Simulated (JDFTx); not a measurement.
# KF (Carobbiite) under changes of volume

One of the cells (19.074 Å³/atom); the others are scaled copies at fixed shape and fractional positions:

```
K F
1.0
     0.00000    2.67185    2.67185
     2.67185    0.00000    2.67185
     2.67185    2.67185    0.00000
K F
1 1
Direct
  0.00000 0.00000 0.00000
  0.50000 0.50000 0.50000
```

- Program: JDFTx 1.7.0 (patched build)
- Functional: PBEsol
- Potentials or basis: PseudoDojo-SR-PBEsol-0.4.1-standard with smoothed tails
- Cutoff: 1143 eV
- Density cutoff: 9143 eV
- k mesh: 9 × 9 × 9
- Occupations: fermi-dirac, width 0.05 eV
- Spin: no spin polarisation

| volume (Å³/atom) | energy over the lowest point (meV/atom) | pressure (GPa) | gap on the mesh (eV) |
| --- | --- | --- | --- |
| 17.929 | 2.97 | 1.4 | 6.38 |
| 18.311 | 0.58 | 0.6 | 6.27 |
| 18.692 | 0.00 | -0.1 | 6.16 |
| 19.074 | 1.01 | -0.7 | 6.06 |
| 19.455 | 3.43 | -1.3 | 5.96 |
| 19.837 | 7.10 | -1.8 | 5.87 |
| 20.218 | ? | ? | ? |

Task: What does the run at 20.218 Å³/atom give?

Result: Energy over the lowest point 11.87 meV/atom; pressure -2.2 GPa; gap on the mesh 5.78 eV.

Worked out: A Birch-Murnaghan fit of order 3 (a polynomial in V^(-2/3)) to the other rows has its minimum at 18.63 Å³/atom with B0 = V·E''(V) = 33 GPa and B' = 5.0. It gives 11.86 meV/atom at 20.218 Å³/atom, against the run's 11.87, and -dE/dV = -2.2 GPa, against -2.2. A straight line through the other rows of the gap, of slope -5.06 eV per unit of ln V (its deformation potential), extrapolates to 5.77 eV, against the run's 5.78.

Energies are extrapolated to zero smearing.

Caveats: an odd mesh through Γ misses points on the zone boundary, where band edges often lie.
